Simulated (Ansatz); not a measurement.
Crystal: Al2O3.

```
Al O
1.0
     3.01748    0.00000    0.00000
    -1.50874    2.61322    0.00000
     0.00000    0.00000    7.57464
Al O
2 3
Cartesian
  0.0000 0.0000 5.4693
  0.0000 0.0000 2.1054
  0.0000 0.0000 3.7873
  1.5087 0.8711 6.0638
  0.0000 1.7421 1.5108
```

Measurements of this composition are mostly on another form, of space group No. 167.

Base run:

* Program: Ansatz 0.2.0
* Functional: BLYP
* Potentials or basis: Ansatz PAW
* Cutoff: 420 eV (not typed: the program's choice for these potentials)
* k mesh: 7 × 7 × 3
* Occupations: fermi-dirac, width 0.05 eV
* Spin: no spin polarisation

Its results: band gap on the k mesh 2.48 eV, direct; pressure 1.3 GPa; largest force 0.165 eV/Å.

After a change of settings the same cell gave: band gap on the k mesh 2.96 eV, direct; pressure -5.5 GPa; largest force 0.390 eV/Å. Which change was it?
A. functional from BLYP to PBEsol
B. functional from BLYP to RPBE
C. functional from BLYP to LDA
D. functional from BLYP to r2SCAN; cutoff from 420 eV (not typed: the program's choice for these potentials) to 500 eV (not typed: the program's choice for these potentials)

D.

r2SCAN gives the wider gap, since meta-GGAs in the generalised Kohn-Sham scheme recover part of the derivative discontinuity.

Caveats: the PAW data sets come from PBE, with cores solved anew for the run's functional, which leaves a small shift of forces and pressure.
